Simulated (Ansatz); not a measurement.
# GaN (F-43m) in Ansatz: a series of runs

The runs below take GaN through relaxation of cell and atoms, single point, with BLYP+D4, r2SCAN+rVV10, PBE.

Everything below comes from runs of Ansatz 0.2.0. Logs are shortened: lines on timing, memory, paths and dates and some standing lists are left out, and cuts for length are marked.

**The experiment to reproduce.**

From a printed reference work, textbook, for a bulk crystal of GaN at 0 K: band gap 3.299 eV (direct).

The results are compared with them further down.

## (1) Starting point

It takes space group F-43m (No. 216, cubic). The conventional cell has a = 4.507 Å, b = 4.507 Å, c = 4.507 Å, α = 90.00°, β = 90.00°, γ = 90.00°. Around Ga (site symmetry -43m) lie 4 N at 1.95 Å. N (site symmetry -43m) has 4 Ga at 1.95 Å as nearest neighbours.

The cell is a database's computed one.

## (2) Relaxation of cell and atoms, BLYP+D4

The input, input.yaml:

```yaml
crystal:
  lattice:
    - [0.0, 2.2535006075, 2.2535006075]
    - [2.2535006075, 0.0, 2.2535006075]
    - [2.2535006075, 2.2535006075, 0.0]
  atoms:
    - { symbol: Ga, position: [0.0, 0.0, 0.0] }
    - { symbol: "N", position: [0.25, 0.25, 0.25] }
hamiltonian:
  xc: blyp
  pseudopotentials: { kind: paw }
  dispersion: d4
kpoints:
  mp_grid: { grid: [10, 10, 10] }
scf:
  occupations: { method: fermi_dirac, width: 0.05 }
output:
  forces: true
  stress: true
relax:
  f_tol: 0.01
  max_steps: 40
  cell: { stress_tol: 0.05 }
```

Potentials or basis: Ansatz PAW.

Launch:

```console
$ ansatz run input.yaml --threads 2 --pin off --max-ram 5120MiB --backend cpu --events-out ev --progress --plain --runs-dir out
```

The log of the run:

```text
Warning: RAYON_NUM_THREADS=2 ignored (pool sized by the plan → 2); use --threads N
Engine: ansatz 0.2.0, x86_64-unknown-linux-gnu
Pseudopotentials: kind: paw
Pseudopotential: Ga, paw, valence charge 13, recommended cutoff 420 eV (normal), Ga.paw.azcp
Pseudopotential: N, paw, valence charge 5, recommended cutoff 420 eV (normal), N.paw.azcp
Functional definition: BLYP
  parameter beta = 0.0042
  parameter a = 0.04918
  parameter b = 0.132
  parameter c = 0.2533
  parameter d = 0.349
  exchange = b88_x(beta = beta)
  correlation = lyp_c(a = a, b = b, c = c, d = d)
Crystal: 2 atoms, lattice volume = 22.888 Å³
Basis set: ecut = 420 eV, 459 PW (Γ), exchange–correlation on 48×48×48 points (8 copies of the dense FFT grid, shifted against one another)
Bands: 13, of which v1, the nominal top of the filled ones, is band 9 counted from 1 (8 counted from 0)
Symmetry: 24 space group operations
Space group: F-43m (ITA 216), of the structure as read, at distance tolerance 2.8e-5 Å
k-points: 47 of 1000 (time reversal used)
Non-local potential: Ga, projectors of the file, l = 0: 2, l = 1: 2, l = 2: 3, l = 3: 1
Non-local potential: N, projectors of the file, l = 0: 2, l = 1: 2, l = 2: 1
PAW form: soft (Blöchl's): semilocal exchange-correlation on the pseudo side does not see the compensation charge
PAW frozen core: Ga, regenerated for the run's functional, and the local potential with it (the file was generated under x = pbe(κ = 0.804, μ = 0.2195149727645171), c = pbe(β = 0.06672455060314922))
PAW frozen core: N, regenerated for the run's functional, and the local potential with it (the file was generated under x = pbe(κ = 0.804, μ = 0.2195149727645171), c = pbe(β = 0.06672455060314922))
PAW one-centre angular grid: Ga, 590 points (default); XC on 64 Gauss nodes
PAW one-centre angular grid: N, 110 points (default); XC on 64 Gauss nodes
Initial density: superposition of atomic densities (neutral atoms: chi_scale 0, normalization atom), corrected by the library's trained network
Initial wavefunctions: pseudopotential atomic-orbital guess
Functional: x = b88, c = lyp
SCF iter   1: F=—  HF=-4180.592683 eV  |F-HF|=—  |Δ(HF+E_count)|=         —  Δρ=1.79e-2  dr2=6.31e-2  ethr=1.77e-3  ⟨swp⟩=5.0  Hψ=3163  notcnv=0
preconditioner: auto → none  [insulator: Δε(μ)=1.937 eV  Ē_g=18.894 eV  σ=0.050 eV  W_gap=1.00  n_scr=8 (ndim 8)  ℏωp=32.9 eV  f_vac=0.001  D(μ)=0.00/eV (n_scr^D=0)  ε∞_Penn≈4.0]
SCF iter   2: F=—  HF=-4180.576164 eV  |F-HF|=—  |Δ(HF+E_count)|=   1.65e-2  Δρ=5.29e-3  dr2=6.10e-3  ethr=3.50e-4  ⟨swp⟩=2.0  Hψ=1177  notcnv=0
SCF iter   3: F=—  HF=-4180.574565 eV  |F-HF|=—  |Δ(HF+E_count)|=   1.60e-3  Δρ=4.91e-4  dr2=2.70e-5  ethr=3.39e-5  ⟨swp⟩=2.0  Hψ=908  notcnv=0
SCF iter   4: F=—  HF=-4180.574583 eV  |F-HF|=—  |Δ(HF+E_count)|=   1.80e-5  Δρ=2.31e-4  dr2=6.89e-6  ethr=1.50e-7  ⟨swp⟩=2.0  Hψ=1030  notcnv=0
SCF iter   5: F=—  HF=-4180.574581 eV  |F-HF|=—  |Δ(HF+E_count)|=   2.35e-6  Δρ=3.65e-5  dr2=1.19e-7  ethr=3.83e-8  ⟨swp⟩=2.0  Hψ=1026  notcnv=0
SCF iter   6: F=-4180.574581 eV  HF=-4180.574581 eV  |F-HF|=2.27e-9  |Δ(HF+E_count)|=   1.40e-7  Δρ=5.40e-6  dr2=4.73e-9  ethr=5.56e-10  ⟨swp⟩=4.0  Hψ=1978  notcnv=0
SCF 1 converged in 6 iterations: F = -4180.574581 eV  dr2 = 4.73e-9
relax step   1: F+E_penalty+E_count = -4180.57458109 eV  Δ(F+E_penalty+E_count) = +0.000e0 eV  max|allowed force component| = 2.405e-16 eV/Å  Δτ_max = 0.0000 Å  P = -0.920 GPa  Ω = 22.888 Å³  (6 SCF iters, dr2 threshold 1.00e-7 eV, accepted)
Crystal: 2 atoms, lattice volume = 22.821 Å³
[... 29 lines left out ...]
SCF iter   1: F=—  HF=-4180.575051 eV  |F-HF|=—  |Δ(HF+E_count)|=         —  Δρ=2.43e-5  dr2=2.18e-8  ethr=1.61e-8  ⟨swp⟩=3.3  Hψ=5059  notcnv=0
preconditioner: auto → none  [insulator: Δε(μ)=1.855 eV  Ē_g=18.937 eV  σ=0.050 eV  W_gap=1.00  n_scr=8 (ndim 8)  ℏωp=33.0 eV  f_vac=0.004  D(μ)=0.00/eV (n_scr^D=0)  ε∞_Penn≈4.0]
SCF iter   2: F=—  HF=-4180.575051 eV  |F-HF|=—  |Δ(HF+E_count)|=   3.07e-7  Δρ=1.23e-5  dr2=5.63e-9  ethr=1.21e-10  ⟨swp⟩=2.0  Hψ=1006  notcnv=0
SCF iter   3: F=—  HF=-4180.575051 eV  |F-HF|=—  |Δ(HF+E_count)|=   1.58e-8  Δρ=2.41e-6  dr2=3.59e-10  ethr=3.13e-11  ⟨swp⟩=2.0  Hψ=1034  notcnv=0
SCF iter   4: F=—  HF=-4180.575051 eV  |F-HF|=—  |Δ(HF+E_count)|=  1.06e-10  Δρ=7.01e-7  dr2=2.95e-11  ethr=2.00e-12  ⟨swp⟩=2.0  Hψ=1034  notcnv=0
iter 5 did not close the SCF: its close was put off for the readings that it lacked (scf_convergence_deferred on its scf_iter line)
SCF iter   5: F=-4180.575051 eV  HF=-4180.575051 eV  |F-HF|=9.09e-13  |Δ(HF+E_count)|=  4.91e-11  Δρ=7.83e-8  dr2=4.39e-13  ethr=1.00e-12  ⟨swp⟩=1.0  Hψ=611  notcnv=0
SCF iter   6: F=-4180.575051 eV  HF=-4180.575051 eV  |F-HF|=1.82e-12  |Δ(HF+E_count)|=    0.00e0  Δρ=8.35e-9  dr2=4.08e-15  ethr=1.00e-12  ⟨swp⟩=3.0  Hψ=2259  notcnv=0
SCF 4 converged in 6 iterations: F = -4180.575051 eV  dr2 = 4.08e-15
relax step   4: F+E_penalty+E_count = -4180.57505113 eV  Δ(F+E_penalty+E_count) = +3.055e-4 eV  max|allowed force component| = 8.095e-17 eV/Å  Δτ_max = 0.0000 Å  P = -0.019 GPa  Ω = 22.774 Å³  stress off target by 1.94e-2 GPa  SCF on the basis re-selected at this cell (its energy is not comparable with the rows above)  (6 SCF iters)
basis re-selected at this cell: Δ(F+E_penalty+E_count) = +3.055e-4 eV, ΔP = -0.023 GPa vs the last step (what re-selecting the basis moved, of the pressure what is left beyond the Pulay correction that the steps carried, after the strain that the cell walked since its last selection, with what the two solves' SCF thresholds leave and, on support functions, any second-order correction that the steps lacked; it is no measure of the basis error at this ecutwfc). This SCF's stress stands 1.94e-2 GPa from its target on what of the cell is left free (relax.cell.stress_tol is 5.00e-2 GPa) and its largest allowed force component is 8.10e-17 eV/Å (relax.f_tol is 1.00e-2 eV/Å): within both
SCF converged after 6 iterations
Free energy (F): -4180.575051 eV
Harris-Foulkes:  -4180.575051 eV  (|F-HF|=1.82e-12)
Internal energy: -4180.575051 eV  (E = F + TS)
E sigma→0 (E₀):  -4180.575051 eV
Fermi energy:    11.072401 eV
--- Per-component energies (eV) ---
  E_band       = 1.206531
  E_kinetic    = 248.587410
  E_local      = -1945.483359  (includes V_loc(G=0)·N_el)
  E_nonlocal   = 471.167939
  E_hartree    = 897.952699
  E_xc         = -127.107136
  E_vxc        = -131.576662  (∫ρ·V_xc dr)
  E_paw        = -2134.097631  (= ΣΔE_a)
  E_vpaw       = -437.394317  (= ΣTr[D̂ρ^β])
  E_aug_tail   = 0.000121  (compensation charges beyond the density's cutoff)
  E_ewald      = -1590.076190
  E_disp       = -1.537384  (pairwise vdW)
  E_core_change = 0.018480  (= ΣΔE_core)
  E_smearing   = -0.000000  (= −TS)
  E_closure    = -0.000000  (closes the sum)
  Σ components = -4180.575051   (vs F -4180.575051, Δ=0.00e0)
--- Forces (eV/Å), atoms counted from 1 ---
  atom   1  Ga     0.00000000    -0.00000000    -0.00000000
  atom   2  N      0.00000000     0.00000000     0.00000000
  max |Σ_I F_I| component: 1.16e-16 eV/Å
--- Stress (GPa, compression-positive) ---
       -0.019386       0.000000       0.000000
       -0.000000      -0.019386       0.000000
        0.000000       0.000000      -0.019386
  P = ⅓ Tr σ = -0.0194 GPa (-0.194 kbar)
--- Relaxed structure (3 steps of the walk, 3 accepted, 1 SCFs on fresh bases) ---
  F+E_penalty+E_count = -4180.57505113 eV   max|allowed force component| = 8.095e-17 eV/Å   (the final SCF, on the basis selected at the relaxed cell)
  cell:  # Å, volume = 22.7739 Å³
    - [2.292917414803016e-34, 2.2497573733415757, 2.2497573733415757]
    - [2.2497573733415757, 2.1782715440628652e-33, 2.2497573733415757]
    - [2.2497573733415757, 2.2497573733415757, 1.9744566627470415e-33]
  atoms:
    - { symbol: Ga, position: [-2.922242871366328e-34, 2.1210186263610896e-34, 4.146335467902109e-34] }
    - { symbol: N, position: [0.25, 0.25, 0.25] }
```

It took 3.2 s on 2 threads of INTEL XEON PLATINUM 8581C at 2.30GHz (Emerald Rapids), shared host; peak memory 0.34 GiB.

What came out:

* Free energy: -4180.5751 eV
* Relaxed volume: 11.39 Å³/atom
* Relaxed cell: a = 3.182 Å, b = 3.182 Å, c = 3.182 Å, α = 60.00°, β = 60.00°, γ = 60.00°
* Space group after relaxing (to 0.05 Å): F-43m (No. 216)
* Energy gained by relaxing: 0.2 meV/atom
* Ionic steps: 4
* Pressure after relaxing: 0.0 GPa
* Band gap on the k mesh: 1.86 eV

The path:
```
step  energy change (eV)  largest force (eV/Å)  volume (Å³)
   1              0.0000                0.0000        22.89
   2             -0.0005                0.0000        22.82
   3             -0.0008                0.0000        22.77
   4             -0.0005                0.0000        22.77
```

Final structure:
```cif
data_structure
_symmetry_space_group_name_H-M 'P 1'
_symmetry_Int_Tables_number 1
_cell_length_a 3.1816
_cell_length_b 3.1816
_cell_length_c 3.1816
_cell_angle_alpha 60.000
_cell_angle_beta 60.000
_cell_angle_gamma 60.000
_cell_volume 22.77
loop_
_atom_site_label
_atom_site_type_symbol
_atom_site_fract_x
_atom_site_fract_y
_atom_site_fract_z
_atom_site_occupancy
Ga1 Ga 0.00000 0.00000 0.00000 1
N1 N 0.25000 0.25000 0.25000 1
```

Caveat: the plane-wave basis is chosen anew once the cell has moved, so the energies of steps on either side of that aren't comparable; the pressure holds a Pulay correction of +0.6 GPa for the finite cutoff; the PAW data sets come from PBE, with cores solved anew for the run's functional, which leaves a small shift of forces and pressure. A k mesh can miss the band edges.

## (3) Relaxation of cell and atoms, r2SCAN+rVV10

input.yaml: that of step 2 with these lines changed.

```diff
@@ -9,5 +9,5 @@
 hamiltonian:
-  xc: blyp
+  xc: r2scan
   pseudopotentials: { kind: paw }
-  dispersion: d4
+  dispersion: rvv10
 kpoints:
```

Potentials or basis: Ansatz PAW.

Launch:

```console
$ ansatz run input.yaml --threads 2 --pin off --max-ram 5120MiB --backend cpu --events-out ev --progress --plain --runs-dir out
```

The log of the run:

```text
Warning: RAYON_NUM_THREADS=2 ignored (pool sized by the plan → 2); use --threads N
[... 2 set-up lines as earlier in the session ...]
Pseudopotential: Ga, paw, valence charge 13, recommended cutoff 500 eV (meta_gga), Ga.paw.azcp
Pseudopotential: N, paw, valence charge 5, recommended cutoff 500 eV (meta_gga), N.paw.azcp
Functional definition: r2SCAN+rVV10
  parameter k0 = 0.174
  parameter k1 = 0.065
  parameter a1 = 4.9479
  exchange = r2scan_x(k0 = k0, k1 = k1, a1 = a1)
  correlation = r2scan_c + rvv10(11.95, 0.0093)
Crystal: 2 atoms, lattice volume = 22.888 Å³
Basis set: ecut = 500 eV, 561 PW (Γ), exchange–correlation on 108×108×108 points (64 copies of the dense FFT grid, shifted against one another)
Bands: 13, of which v1, the nominal top of the filled ones, is band 9 counted from 1 (8 counted from 0)
[... 2 set-up lines as earlier in the session ...]
k-points: 47 of 1000 (time reversal used)
[... 3 set-up lines as earlier in the session ...]
rVV10 density: all electrons in the spheres
PAW frozen core: Ga, regenerated for the run's functional (the file was generated under x = pbe(κ = 0.804, μ = 0.2195149727645171), c = pbe(β = 0.06672455060314922))
PAW frozen core: N, regenerated for the run's functional (the file was generated under x = pbe(κ = 0.804, μ = 0.2195149727645171), c = pbe(β = 0.06672455060314922))
PAW one-centre angular grid: Ga, 590 points (default); XC on 160 Gauss nodes
PAW one-centre angular grid: N, 302 points (default); XC on 160 Gauss nodes
[... 1 set-up line as earlier in the session ...]
[... 53 lines left out ...]
SCF converged after 5 iterations
Free energy (F): -4175.024826 eV
Harris-Foulkes:  -4175.024826 eV  (|F-HF|=2.73e-12)
Internal energy: -4175.024826 eV  (E = F + TS)
E sigma→0 (E₀):  -4175.024826 eV
Fermi energy:    10.681119 eV
--- Per-component energies (eV) ---
  E_band       = -13.521826
  E_kinetic    = 247.203459
  E_local      = -1942.857776  (includes V_loc(G=0)·N_el)
  E_nonlocal   = 476.244843
  E_hartree    = 896.668203
  E_xc         = -120.499547
  E_vxc        = -143.362518  (∫ρ·V_xc dr)
  E_paw        = -2137.083254  (= ΣΔE_a)
  E_vpaw       = -451.939734  (= ΣTr[D̂ρ^β])
  E_aug_tail   = -0.000000  (compensation charges beyond the density's cutoff)
  E_vtau       = 7.853506  (kinetic-family band-sum trace: ∫τ·v_τ [+ j·A + Jᵃ·Aᵃ] dr)
  E_ewald      = -1594.018118
  E_core_change = -0.682634  (= ΣΔE_core)
  E_smearing   = -0.000000  (= −TS)
  E_closure    = -0.000000  (closes the sum)
  Σ components = -4175.024826   (vs F -4175.024826, Δ=0.00e0)
--- Forces (eV/Å), atoms counted from 1 ---
  atom   1  Ga     0.00000000    -0.00000000    -0.00000000
  atom   2  N      0.00000000     0.00000000     0.00000000
  max |Σ_I F_I| component: 6.48e-17 eV/Å
--- Stress (GPa, compression-positive) ---
        0.014107       0.000000       0.000000
        0.000000       0.014107       0.000000
        0.000000       0.000000       0.014107
  P = ⅓ Tr σ = 0.0141 GPa (0.141 kbar)
--- Relaxed structure (3 steps of the walk, 3 accepted, 1 SCFs on fresh bases) ---
  F+E_penalty+E_count = -4175.02482601 eV   max|allowed force component| = 5.667e-17 eV/Å   (the final SCF, on the basis selected at the relaxed cell)
  cell:  # Å, volume = 22.6053 Å³
    - [2.235196403492871e-34, 2.244193835050478, 2.244193835050478]
    - [2.244193835050478, 1.3757504488818095e-33, 2.244193835050478]
    - [2.244193835050478, 2.244193835050478, 1.2425940469284052e-33]
  atoms:
    - { symbol: Ga, position: [-4.362220889472964e-34, 2.5817225672391014e-34, 4.112951124360224e-34] }
    - { symbol: N, position: [0.25, 0.25, 0.25] }
```

Wall time 6.8 s (2 threads of INTEL XEON PLATINUM 8581C at 2.30GHz (Emerald Rapids), shared host); peak memory 0.47 GiB.

What came out:

```
Free energy                            : -4175.0248 eV
Relaxed volume                         : 11.30 Å³/atom
Relaxed cell                           : a = 3.174 Å, b = 3.174 Å, c = 3.174 Å, α = 60.00°, β = 60.00°, γ = 60.00°
Space group after relaxing (to 0.05 Å) : F-43m (No. 216)
Energy gained by relaxing              : 1.1 meV/atom
Ionic steps                            : 4
Pressure after relaxing                : 0.0 GPa
Band gap on the k mesh                 : 2.17 eV
```

The path:
```
step  energy change (eV)  largest force (eV/Å)  volume (Å³)
   1              0.0000                0.0000        22.89
   2             -0.0019                0.0000        22.71
   3             -0.0023                0.0000        22.61
   4             -0.0021                0.0000        22.61
```

Final structure:
```yaml
crystal:
  lattice:
    - [0.00000, 2.24419, 2.24419]
    - [2.24419, 0.00000, 2.24419]
    - [2.24419, 2.24419, 0.00000]
  atoms:
    - { symbol: Ga, position: [0.00000, 0.00000, 0.00000] }
    - { symbol: N, position: [0.25000, 0.25000, 0.25000] }
```

Caveat: the plane-wave basis is chosen anew once the cell has moved, so the energies of steps on either side of that aren't comparable; the PAW data sets come from PBE, with cores solved anew for the run's functional, which leaves a small shift of forces and pressure. A k mesh can miss the band edges.

## (4) Single point, PBE

input.yaml: that of step 3 with these lines changed.

```diff
@@ -9,5 +9,4 @@
 hamiltonian:
-  xc: r2scan
+  xc: pbe
   pseudopotentials: { kind: paw }
-  dispersion: rvv10
 kpoints:
@@ -16,2 +15,4 @@
   occupations: { method: fermi_dirac, width: 0.05 }
+basis:
+  ecutwfc: "600 eV"
 output:
@@ -19,5 +20,2 @@
   stress: true
-relax:
-  f_tol: 0.01
-  max_steps: 40
-  cell: { stress_tol: 0.05 }
+  eigenvalues: true
```

Launch:

```console
$ ansatz run input.yaml --threads 2 --pin off --max-ram 5120MiB --backend cpu --events-out ev --progress --plain --runs-dir out
```

Wall time 0.67 s (2 threads of INTEL XEON PLATINUM 8581C at 2.30GHz (Emerald Rapids), shared host); peak memory 0.38 GiB.

The run converged. Its results:

| Property | Result |
| --- | --- |
| Free energy | -4167.9056 eV |
| Pressure | 5.0 GPa |
| Band gap on the k mesh | 1.72 eV, direct |

Levels at points of the mesh, in eV from the valence-band top:
```csv
k point,band 6,band 7,band 8,band 9,band 10,band 11,band 12,band 13
"(0.00, 0.00, 0.00)",-13.17,0.00,0.00,0.00,1.72,10.31,10.31,10.31
"(0.00, 0.00, -0.50)",-11.91,-7.03,-0.97,-0.97,4.64,8.72,10.36,10.36
"(0.00, -0.50, -0.50)",-11.48,-6.12,-2.70,-2.70,3.35,6.67,11.70,13.95
```

## (5) Summary

| task | level | cell | cutoff (eV) | gap on the mesh (eV) | pressure (GPa) | relaxed volume (Å³/atom) |
| --- | --- | --- | --- | --- | --- | --- |
| relaxation of cell and atoms | BLYP+D4 | relaxed | 420 | 1.86 | 0.0 | 11.39 |
| relaxation of cell and atoms | r2SCAN+rVV10 | relaxed | 500 | 2.17 | 0.0 | 11.30 |
| single point | PBE | as given | 600 | 1.72 | 5.0 | - |

Alike in all rows: potentials or basis Ansatz PAW; no spin polarisation; k mesh 10 × 10 × 10; smearing fermi-dirac 0.05 eV.

Caveats: the plane-wave basis is chosen anew once the cell has moved, so the energies of steps on either side of that aren't comparable (some runs); the PAW data sets come from PBE, with cores solved anew for the run's functional, which leaves a small shift of forces and pressure (some runs).

Absolute energies hang on the potentials; compare differences alone.

## (6) Comparison with measurements

Step 4. Measured gap of GaN: 3.299 eV (direct; 0 K; a printed reference work, textbook). This calculation gives 1.72 eV (-1.58 eV). Spin-orbit coupling on Ga is left out. The value is that of PBE, without temperature or zero-point motion. Semilocal functionals fall short of measured gaps as a rule. The cell is a database's relaxed one, not the measured one, which moves gaps too.
